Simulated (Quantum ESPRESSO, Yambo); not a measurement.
# A GW chain in Yambo: InP (F-43m), part 2 of 2

Wanted: ground state, empty states, screening and self-energy for InP (F-43m).

Quantum ESPRESSO 7.5 and Yambo 5.3.0; PBE and many-body steps on it, plane waves. Known limits of the many-body steps: not at the basis limit; no spin-orbit coupling; coarse k mesh.

So far. Step 2 (Ground state): The gap is direct, at Γ. Step 3 (Bands along the symmetry lines): The gap is 0.708 eV, as in the run before at this level.

The database entry behind the starting cell differs from later determinations by our own check (0.1 to 0.3 % short, probably kX units), so it need not match the best structure at ambient conditions.

## Step 4: Empty states on the mesh, 4×4×4 mesh, 606 bands

Level of this step: DFT, PBE, plane waves, norm-conserving pseudopotentials (Quantum ESPRESSO).

The sums over transitions need many empty states on a uniform mesh; this step solves for them.

Contents of pw.in:

```
&control
  calculation = 'nscf'
  prefix = 'x'
  outdir = 'o'
  pseudo_dir = 'pseudo'
/
&system
  ibrav = 0
  nat = 2
  ntyp = 2
  ecutwfc = 80.0
  nbnd = 606
  force_symmorphic = .true.
/
&electrons
  conv_thr = 1e-9
  electron_maxstep = 80
  diago_full_acc = .true.
  diago_thr_init = 5e-6
/
ATOMIC_SPECIES
  In 114.82 In.upf
  P 30.974 P.upf
CELL_PARAMETERS angstrom
  -0.0000000000 2.9305000000 2.9305000000
  2.9305000000 -0.0000000000 2.9305000000
  2.9305000000 2.9305000000 -0.0000000000
ATOMIC_POSITIONS crystal
  In 0.0000000000 0.0000000000 0.0000000000
  P 0.2500000000 0.2500000000 0.2500000000
K_POINTS automatic
  4 4 4 0 0 0
```

Launch:

```sh
$ OMP_NUM_THREADS=1 mpirun -n 8 pw.x -nk 4 -in pw.in > pw.out
```

The program printed:

```text
[banner, memory and clock lines left out]
Program PWSCF v.7.5 starts

     Atomic positions and unit cell read from directory:
     o/x.save/

     Message from routine setup:
     using ibrav=0 with symmetry is DISCOURAGED, use correct ibrav instead

     bravais-lattice index     =            0
     lattice parameter (alat)  =       7.8317  a.u.
     unit-cell volume          =     339.6658 (a.u.)^3
     number of atoms/cell      =            2
     number of atomic types    =            2
     number of electrons       =        26.00
     number of Kohn-Sham states=          606
     kinetic-energy cutoff     =      80.0000  Ry
     charge density cutoff     =     320.0000  Ry
     Exchange-correlation= PBE
                           (   1   4   3   4   0   0   0)

     celldm(1)=   7.831692  celldm(2)=   0.000000  celldm(3)=   0.000000
     celldm(4)=   0.000000  celldm(5)=   0.000000  celldm(6)=   0.000000

     crystal axes: (cart. coord. in units of alat)
               a(1) = (  -0.000000   0.707107   0.707107 )
               a(2) = (   0.707107  -0.000000   0.707107 )
               a(3) = (   0.707107   0.707107  -0.000000 )

     reciprocal axes: (cart. coord. in units 2 pi/alat)
               b(1) = ( -0.707107  0.707107  0.707107 )
               b(2) = (  0.707107 -0.707107  0.707107 )
               b(3) = (  0.707107  0.707107 -0.707107 )
     Pseudo is Norm-conserving + core correction, Zval = 21.0
     Generated using ONCVPSP code by D. R. Hamann
     Using radial grid of 1964 points,  6 beta functions with:
     Pseudo is Norm-conserving + core correction, Zval =  5.0
     Generated using ONCVPSP code by D. R. Hamann
     Using radial grid of 1298 points,  6 beta functions with:
     In               21.00   114.82000     In( 1.00)
     P                 5.00    30.97400     P ( 1.00)

     24 Sym. Ops. (no inversion) found

   Cartesian axes

     site n.     atom                  positions (alat units)
         1        In     tau(   1) = (   0.0000000   0.0000000   0.0000000  )
         2        P      tau(   2) = (   0.3535534   0.3535534   0.3535534  )

     number of k points=     8
                       cart. coord. in units 2pi/alat
        k(    1) = (   0.0000000   0.0000000   0.0000000), wk =   0.0312500
        k(    2) = (   0.1767767   0.1767767  -0.1767767), wk =   0.2500000
        k(    3) = (  -0.3535534  -0.3535534   0.3535534), wk =   0.1250000
[...]
k(    7) = (  -0.7071068   0.0000000   0.0000000), wk =   0.0937500
        k(    8) = (  -0.7071068   0.3535534   0.0000000), wk =   0.1875000

     Dense  grid:    32743 G-vectors     FFT dimensions: (  45,  45,  45)

     The potential is recalculated from file :
     o/x.save/charge-density

     Starting wfcs are   17 randomized atomic wfcs +  589 random wfcs

     Band Structure Calculation

     End of band structure calculation

          k = 0.0000 0.0000 0.0000 (  4111 PWs)   bands (ev):

  -106.7152 -65.1925 -65.1925 -65.1925  -5.8886  -5.8886  -5.8886  -5.7380
    -5.7380  -3.2029   8.3155   8.3155   8.3155   9.0235  12.4042  12.4042
    12.4042  16.9072  17.7286  17.7286  19.5434  19.5434  19.5434  22.2387
[...]
[... 64 further rows ...]
[...]
296.8184 296.8184 296.8185 297.2929 297.2929 297.2929

          k = 0.1768 0.1768-0.1768 (  4089 PWs)   bands (ev):

[...]
[... 64 further rows ...]
[...]
296.6970 296.7882 296.7882 297.1828 297.3479 297.3479

          k =-0.3536-0.3536 0.3536 (  4092 PWs)   bands (ev):

[...]
64.6026  66.9414  66.9414  66.9954  67.2391  67.2391  68.3617  69.0360
     [... 64 further rows ...]
   295.0109 295.2404 295.3750 295.3750 295.8446 295.8446 296.3179 296.3179
   296.3299 296.5334 296.6301 296.6301 296.6500 296.9680

          k = 0.3536 0.0000 0.0000 (  4088 PWs)   bands (ev):

     [... further k-points ...]

     highest occupied, lowest unoccupied level (ev):     8.3155    9.0235

     XML data file, pseudopotentials, collected wavefunctions
```

Wall time 71 s (8 MPI ranks of Arm Neoverse V2, shared host); peak memory 1.7 GiB; 9.5 min of CPU time.

Numbers from this step:

| Item | Value |
| --- | --- |
| gap | 0.7080 eV |
| k of the valence top | 0, 0, 0 |
| k of the conduction bottom | 0, 0, 0 |
| least direct gap | 0.7080 eV |
| k points computed | 8 |
| lowest point of the top converged band, above the valence top | 287.3562 eV |

On this mesh the gap is 0.708 eV.

## Step 5: Conversion and set-up

This step: Yambo 5.3.0; conversion and set-up on PBE, plane waves, norm-conserving pseudopotentials.

The states are converted to the many-body program's format and the q mesh is built.

Launch:

```sh
$ (cd o/x.save; p2y > p2y.log; mv SAVE ../..); yambo > setup.log
```

The program printed:

```text
 Yambo, version 5.3.0

 [02] CORE Variables Setup
 =========================

  [02.01] Unit cells
  ==================

  Cell kind             :  FCC
  Atoms in the cell     :  In  P
  number of In atoms    :  1
  number of P  atoms    :  1

  List of atomic masses
  Mass of In    :  114.8200
  Mass of P     :  30.97400

  List of atomic coordinates    : [cc]
  In1       :  0.000000  0.000000  0.000000  order 1
  P1       :  2.768921  2.768921  2.768921  order 2

  Alat factors          :  5.537842  5.537842  5.537842 [a.u.]
  Direct lattice volume :  339.6658 [a.u.]
  Direct lattice vectors:  A[ 1 ]  A[ 2 ]  A[ 3 ]
   A[ 1 ]: -0.000000  1.000000  1.000000  [iru]
  -0.000000  5.537842  5.537842  [cc]
   A[ 2 ]:  1.000000 -0.000000  1.000000  [iru]
   5.537842 -0.000000  5.537842  [cc]
   A[ 3 ]:  1.000000  1.000000 -0.000000  [iru]
   5.537842  5.537842 -0.000000  [cc]

  Recip. lattice volume :  0.730277 [a.u.]
  Recip. lattice vectors:  B[ 1 ]  B[ 2 ]  B[ 3 ]
   B[ 1 ]: -0.500000  0.500000  0.500000  [iku]
  -0.567295  0.567295  0.567295  [cc]
   B[ 2 ]:  0.500000 -0.500000  0.500000  [iku]
   0.567295 -0.567295  0.567295  [cc]
   B[ 3 ]:  0.500000  0.500000 -0.500000  [iku]
   0.567295  0.567295 -0.567295  [cc]

  [02.02] Symmetries
  ==================

  Inversion symmetry    : yes
  Spatial inversion     : no
  Inversion index       :  25
  K-space Time-reversal : yes
  Magnetic symmetries   : no
  Time-reversal derived K-space symmetries:   25   48
  Group table correct   : yes
  Symmetries units      :  [cc]

   [S  1]:   1.0000      0.21494E-16  0.21494E-16  0.21494E-16   1.0000     -0.21494E-16 -0.21494E-16 -0.21494E-16   1.0000
   [S  2]:  -1.0000     -0.21494E-16  0.21494E-16 -0.21494E-16  -1.0000     -0.21494E-16  0.21494E-16  0.21494E-16   1.0000
   [S  3]:  -1.0000      0.21494E-16 -0.21494E-16 -0.21494E-16   1.0000      0.21494E-16  0.21494E-16 -0.21494E-16  -1.0000
[...]
[S  9]:  0.21494E-16   1.0000      0.21494E-16 -0.21494E-16  0.21494E-16   1.0000       1.0000     -0.21494E-16 -0.21494E-16
   [S 10]:  0.21494E-16  -1.0000     -0.21494E-16 -0.21494E-16 -0.21494E-16  -1.0000       1.0000      0.21494E-16  0.21494E-16
     [... 36 further rows ...]
   [S*47]:   1.0000      0.21494E-16 -0.21494E-16  0.21494E-16 -0.21494E-16  -1.0000     -0.21494E-16   1.0000      0.21494E-16
   [S*48]:   1.0000     -0.21494E-16  0.21494E-16  0.21494E-16  0.21494E-16   1.0000     -0.21494E-16  -1.0000     -0.21494E-16

  [02.03] Reciprocal space
  ========================

  nG shells         :   333
  nG charge         :   32743
  nG WFs            :   4987
  nC WFs            :   4128
  G-vecs. in first 33 shells:  [ Number ]
     1    9   15   27   51   59   65   89  113
    137   169   181   229   259   283   307   331   339
    387   411   459   531   537   561   609   645   701
    725   749   821   869   893   941
  ...
[...]
K/Q-points units:
  rlu = crystal or reduced units; cc = cartesian coordinates; iku = interal k-units

  K [1]          [rlu]:  0.000000  0.000000  0.000000
         WF components:   4111
  K [2]          [rlu]:  0.52668E-17  0.52668E-17  0.25000
         WF components:   4089
  K [3]          [rlu]: -0.10534E-16 -0.10534E-16 -0.50000
         WF components:   4092
  K [4]          [rlu]:  0.87374E-19  0.25000      0.25000
         WF components:   4088
  K [5]          [rlu]:  0.86628E-17  0.25000     -0.50000
         WF components:   4097
  [... 2 further k-points ...]
  K [8]          [rlu]:  0.250000 -0.500000 -0.250000
         WF components:   4128

  [02.05] Energies & Occupations
  ==============================

  [X] === General ===
  [X] Electronic Temperature                        :  0.000000  0.000000 [eV K]
  [X] Bosonic    Temperature                        :  0.000000  0.000000 [eV K]
  [X] Finite Temperature mode                       : no
  [X] El. density                                   :  0.51656E+24 [cm-3]
  [X] Fermi Level                                   :  8.315509 [eV]

  [X] === Gaps and Widths ===
  [X] Conduction Band Min                           :  0.707977 [eV]
  [X] Valence Band Max                              :  0.000000 [eV]
  [X] Filled Bands                                  :  13
  [X] Empty Bands                                   :    14   606
  [X] Direct Gap                                    :  0.707977 [eV]
  [X] Direct Gap localized at k                     :  1
  [X] Indirect Gap                                  :  0.707977 [eV]
  [X] Indirect Gap between kpts                     :  1  1
  [X] Last valence band width                       :  2.910393 [eV]
  [X] 1st conduction band width                     :  3.584950 [eV]

  E @ K [1]:  [eV]
  -115.0307  -73.5080  -73.5080  -73.5080  -14.2041  -14.2041  -14.2041  -14.0535
   -14.054      -11.518     -0.12024E-11 -0.48186E-12   0.0000      0.70798       4.0887       4.0887
    4.08873   8.59168   9.41311   9.41311  11.22791  11.22791  11.22791  13.92323
[...]
occ @ K [1]
[...]
E @ K [2]:  [eV]
[...]
occ @ K [2]
[...]
E @ K [3]:  [eV]
[...]
occ @ K [3]
[...]
E @ K [4]:  [eV]
[...]
occ @ K [4]
[...]
E @ K [5]:  [eV]
[...]
occ @ K [5]
[...]
[... 2 further k-points ...]
  E @ K [8]:  [eV]
[...]
occ @ K [8]
[...]
0.000000  0.000000  0.000000  0.000000  0.000000  0.000000  0.000000  0.000000
   0.000000  0.000000  0.000000  0.000000  0.000000  0.000000  0.000000  0.000000

 [03] Transferred momenta grid and indexing
 ==========================================

 IBZ Q-points                                      :   8
 BZ  Q-points                                      :   64

 K/Q-points units:
 rlu = crystal or reduced units; cc = cartesian coordinates; iku = interal k-units

 Q [1]          [rlu]:  0.000000  0.000000  0.000000
 Q [2]          [rlu]:  0.54193E-16  0.26437E-16  0.25000
 Q [3]          [rlu]: -0.10839E-15 -0.52875E-16 -0.50000
[...]
Q [7]          [rlu]: -0.17475E-18 -0.50000     -0.50000
 Q [8]          [rlu]:  0.250000 -0.500000 -0.250000

  [03.01] X indexes
  =================

   [03.01.01] Sigma indexes
   ========================

 [06] Game Over & Game summary
```

The job ended after 2.6 s (1 MPI rank; peak memory 0.25 GiB).

## Step 6: Screening and self-energy, 4×4×4 mesh, 606 bands, screening to 353.7 eV

G0W0 replaces the xc potential by the self-energy, built once from these orbitals. Only a window of levels is corrected, while the sums run over the empty bands that the input names.

This step: G0W0 on PBE, plane waves, norm-conserving pseudopotentials.

Contents of gw3.in:

```
HF_and_locXC
gw0
dyson
ppa
em1d
rim_cut
RandQpts= 1000000
RandGvec= 1 RL
EXXRLvcs= 80 Ry
VXCRLvcs= 320 Ry
Chimod= "HARTREE"
% BndsRnXp
 1 | 606 |
%
NGsBlkXp= 26 Ry
% LongDrXp
 1 | 1 | 1 |
%
% GbndRnge
 1 | 606 |
%
DysSolver= "n"
ExtendOut
PPAPntXp= 27.21138 eV
% QPkrange
 1 | 1 | 12 | 15 |
%
```

Launch:

```sh
$ OMP_NUM_THREADS=1 mpirun -n 8 yambo -F gw3.in -J gw3 -C gw3 > gw3.log
```

The program printed:

```text
 Yambo, version 5.3.0

 [02] CORE Variables Setup
 =========================

  [... cell, symmetries and grids as in the set-up ...]

  [02.05] Energies & Occupations
  ==============================

  [X] === General ===
  [X] Electronic Temperature                        :  0.000000  0.000000 [eV K]
  [X] Bosonic    Temperature                        :  0.000000  0.000000 [eV K]
  [X] Finite Temperature mode                       : no
  [X] El. density                                   :  0.51656E+24 [cm-3]
  [X] Fermi Level                                   :  8.315509 [eV]

  [X] === Gaps and Widths ===
  [X] Conduction Band Min                           :  0.707977 [eV]
  [X] Valence Band Max                              :  0.000000 [eV]
  [X] Filled Bands                                  :  13
  [X] Empty Bands                                   :    14   606
  [X] Direct Gap                                    :  0.707977 [eV]
  [X] Direct Gap localized at k                     :  1
  [X] Indirect Gap                                  :  0.707977 [eV]
  [X] Indirect Gap between kpts                     :  1  1
  [X] Last valence band width                       :  2.910393 [eV]
  [X] 1st conduction band width                     :  3.584950 [eV]

 [03] Transferred momenta grid and indexing
 ==========================================

 IBZ Q-points                                      :   8
 BZ  Q-points                                      :   64

 K/Q-points units:
 rlu = crystal or reduced units; cc = cartesian coordinates; iku = interal k-units

 Q [1]          [rlu]:  0.000000  0.000000  0.000000
 Q [2]          [rlu]:  0.54193E-16  0.26437E-16  0.25000
 Q [3]          [rlu]: -0.10839E-15 -0.52875E-16 -0.50000
 Q [4]          [rlu]:  0.87374E-19  0.25000      0.25000
 Q [5]          [rlu]:  0.23853E-16  0.25000      0.50000
 Q [6]          [rlu]:  0.44978E-16  0.25000     -0.25000
 Q [7]          [rlu]: -0.17475E-18 -0.50000     -0.50000
 Q [8]          [rlu]:  0.250000 -0.500000 -0.250000

 [04] Coloumb potential Random Integration (RIM)
 ===============================================

  [04.01] RIM initialization
  ==========================

  * Diagonal components only detected *

  8 x (sBL volume)        :  0.091285 [a.u.]
  sBZ random points       :  1000000
  Points outside the sBZ  :   7999624
  RL volume               :  0.730277 [a.u.]
  Integrated volume       :  0.730312 [a.u.]

  [04.02] RIM integrals
  =====================

  Gamma point sphere radius             :  0.081674 [a.u.]
  Points outside the sphere             :   799635
  [Int_sBZ(q=0) 1/q^2]*(Vol_sBZ)^(-1/3) =:  7.763403
                                 should be <:  7.795600

  Summary of Coulomb integrals for non-metallic bands |Q|[au] RIM/Bare

  Q [1] 0.100000E-4 0.995870 * Q [2] 0.245646 1.064378
  Q [4] 0.283648 1.062979 * Q [6] 0.401138 1.025806
  Q [5] 0.470377 1.018843 * Q [3] 0.491292 1.016674
  Q [7] 0.567295 1.013309 * Q [8] 0.634256 1.010147

 [05] Dipoles
 ============

  [05.01] Setup: observables and procedures
  =========================================

 [06] Dynamic Dielectric Matrix (PPA)
 ====================================

 [SLK-Inversion]  Pools        :  2
 [SLK-Inversion]  BLACS grid   :  2  2

 [WR./gw3//ndb.pp]---------------------------------------------------------------
  Brillouin Zone Q/K grids (IBZ/BZ)                :    8   64    8   64
  RL vectors                                       :   5029 [WF]
  Coulomb cutoff potential                         : none
  Electronic Temperature                           :  0.000000 [K]
  Bosonic    Temperature                           :  0.000000 [K]
  PPA    diel. fun.  energies                      : Perdew, Burke & Ernzerhof(X)+Perdew, Burke & Ernzerhof(C)
  wavefunctions                                    : Perdew, Burke & Ernzerhof(X)+Perdew, Burke & Ernzerhof(C)
  Global Gauge                                     : length
  X matrix size                                    :   821
  X band range                                     :     1   606
  X e/h energy range                               : -1.000000 -1.000000 [eV]
  X Time ordering                                  : R
  X Hxc Kernel                                     : HARTREE
  X Drude frequency                                :  0.000000  0.000000
  X poles                                          :  100.0000 [o/o]
  RL vectors in the sum                            :   5029
  [r,Vnl] included                                 : yes
  Field direction                                  :  0.577350E-5  0.577350E-5  0.577350E-5
  BZ energy Double Grid                            : no
  BZ energy DbGd points                            : 0
  BZ Q point size factor                           : -1.000000
  X Optical Averaged directions                    : none

 [07] Local Exchange-Correlation + Non-Local Fock
 ================================================

 [VXC] Plane waves :   32743
 [EXS] Plane waves :   4279

 QP @ state[ 1 ] K range:  1  1
 QP @ state[ 1 ] b range:  12  15

 [xc] Functional : Perdew, Burke & Ernzerhof(X)+Perdew, Burke & Ernzerhof(C)
 [xc] LIBXC used to calculate xc functional
  PP Number of Atomic Species                      :  2
  NLCC RL compoments                               :   32743
  PP Number of Atomic Species                      :  2
  NLCC RL compoments                               :   32743

 [xc] E_xc :  -18.18792 [Ha]
      E_xc :  -36.37585 [Ry]

  Local XC kind (lXC) : Perdew, Burke & Ernzerhof(X)+Perdew, Burke & Ernzerhof(C)
  Non-Local XC kind (nlXC) : Hartree-Fock

  Corrections @ K [1] :  [eV]
 <12|nlXC|12> = -14.71825  0.57906E-17 <12|lXC|12> = -12.92330  0.18882E-15
 <13|nlXC|13> = -14.71825 -0.83069E-17 <13|lXC|13> = -12.92330  0.18882E-15
 <14|nlXC|14> = -7.794563  0.28413E-17 <14|lXC|14> = -11.72809 -0.54169E-19
 <15|nlXC|15> = -6.368251 -0.22836E-17 <15|lXC|15> = -10.79037 -0.81629E-19

 [08] Dyson equation: Newton solver
 ==================================

  [08.01] G0W0 (W PPA)
  ====================

  [  GW  ] Bands range     :     1   606
  [GW/PPA] G damping       :  0.100000 [eV]

  QP @ state[ 1 ] K range:  1  1
  QP @ state[ 1 ] b range:  12  15

   Sc/G bands                                       :     1   606
   Sc/G damping                                     :  0.100000 ev
   Sc bands terminator                              : no
   Sx RL components                                 :   4279

   QP @ state[ 1 ] K range                          :  1  1
   QP @ state[ 1 ] b range                          :  12  15
   GF energies kind                                 : Perdew, Burke & Ernzerhof(X)+Perdew, Burke & Ernzerhof(C)
   GF WF`s kind                                     : Perdew, Burke & Ernzerhof(X)+Perdew, Burke & Ernzerhof(C)
   Xs energies kind                                 : Perdew, Burke & Ernzerhof(X)+Perdew, Burke & Ernzerhof(C)
   Xs WF`s kind                                     : Perdew, Burke & Ernzerhof(X)+Perdew, Burke & Ernzerhof(C)

 [11] Game Over & Game summary
```

Elapsed: 22 min, on 8 MPI ranks; peak memory 6.5 GiB; 2.9 h of CPU time.

Numbers from this step:

| Item | Value |
| --- | --- |
| G0W0 gap on the points computed | 1.411 eV |
| starting gap on the mesh | 0.7080 eV |
| k of the valence top | 0, 0, 0 |
| k of the conduction bottom | 0, 0, 0 |
| least direct G0W0 gap on the computed points | 1.411 eV |
| Z at the valence top | 0.7801 |
| Z at the conduction bottom | 0.7936 |

The gap on the mesh goes from 0.71 eV to 1.41 eV, a correction of +0.70 eV.

Limits: finite bands, cutoff and mesh; no spin-orbit coupling; coarse k mesh. v1 is the top filled band, c1 the lowest empty one. The levels before and after the correction (eV, zero at the valence-band top of each column):

|  | conduction bottom | valence top |
| --- | --- | --- |
| Kohn-Sham | 0.71 | 0.00 |
| G0W0 | 1.41 | 0.00 |

|  | level | energy (eV) |
| --- | --- | --- |
| Kohn-Sham | Γ v2-v1 | 0.000 |
| Kohn-Sham | Γ c1 | 0.708 |
| Kohn-Sham | Γ c2 | 4.089 |
| G0W0 | Γ v2-v1 | 0.000 |
| G0W0 | Γ c1 | 1.411 |
| G0W0 | Γ c2 | 4.930 |

## Step 7: Where the time went

Times are wall times on the hardware named with each run, good to a factor of about two.

| step | time | share | memory (GiB) |
| --- | --- | --- | --- |
| ground state | 3.2 s | 0 % | 0.52 |
| bands along the symmetry lines | 2.9 s | 0 % | 0.42 |
| empty states on the mesh | 71 s | 5 % | 1.7 |
| conversion and set-up | 2.6 s | 0 % | 0.25 |
| screening and self-energy | 22 min | 94 % | 6.5 |

## Step 8: Results

- PBE gap: 0.71 eV, direct
- G0W0 gap on the mesh: 1.41 eV
- GW settings: 4×4×4 mesh, 606 bands, screening to 353.7 eV, Godby-Needs plasmon pole
- known limits: not at the basis limit; no spin-orbit coupling; coarse k mesh

In words: G0W0 moves the gap on the mesh from 0.71 eV to 1.41 eV (+0.70 eV), with Z of 0.78 and 0.79 at the edges. Only 1 of the mesh's irreducible points was corrected, so a valley elsewhere could overtake. The dearest step here is «screening and self-energy». Bands and cutoff are finite, so the gap is not at the basis limit. The miss can reach some tenths of an eV and take either sign; the mesh is an error of its own. In the G0W0 run levels were corrected at 1 k point alone, so a gap called «on the mesh» is the least over those, and an edge elsewhere would be missed. The 4×4×4 mesh is coarse for this cell, which bears on the long-range parts of exchange and screening. The many-body steps are scalar-relativistic: spin-orbit coupling is not in them.

[Paths, hosts, dates, memory and timing lines, banners, echoed tables and standing remarks are left out of the program output.]

[Logs are printed without paths, hosts, clocks, repeated set-up lines and the standing remarks that a program may print on its own settings, such as how far it seeks lower states.]

[Runs of the session that timed out or met a known fault of the program may be left out.]

[Hosts, paths, dates, database ids (printed as entryN), source tags and the programs' standing remarks are cut or masked in the printed files.]
